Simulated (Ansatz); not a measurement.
The system is KI.

```xyz
2
Lattice="0.0000 3.5328 3.5328 3.5328 0.0000 3.5328 3.5328 3.5328 0.0000" Properties=species:S:1:pos:R:3 pbc="T T T"
I     3.5328    3.5328    3.5328
K     0.0000    0.0000    0.0000
```

```yaml
Program: Ansatz 0.2.0
Task: relaxation of cell and atoms
Functional: BLYP
Potentials_or_basis: all-electron LAPW, scalar-relativistic
Basis_error_allowed: 0.001 eV/atom
k_mesh: 7 × 7 × 7
Occupations: fermi-dirac, width 0.05 eV
Spin: no spin polarisation
```

At the start: volume 44.09 Å³/atom.

Problem. How do energy, volume and symmetry change on relaxing?

Solution. Over 5 steps the energy falls by 19.3 meV/atom and the volume is 49.19 Å³/atom (+11.6 %); space group Fm-3m (No. 225, to 0.05 Å).

The path:
| step | energy change (eV) | largest force (eV/Å) | volume (Å³) |
| --- | --- | --- | --- |
| 1 | 0.0000 | 0.0000 | 88.18 |
| 2 | -0.0248 | 0.0000 | 92.07 |
| 3 | -0.0382 | 0.0000 | 97.32 |
| 4 | -0.0386 | 0.0000 | 98.39 |
| 5 | -0.0386 | 0.0000 | 98.39 |

Final structure:
```
CELL_PARAMETERS angstrom
0.00000 3.66413 3.66413
3.66413 0.00000 3.66413
3.66413 3.66413 0.00000
ATOMIC_POSITIONS crystal
I 0.50000 0.50000 0.50000
K 0.00000 0.00000 0.00000
```
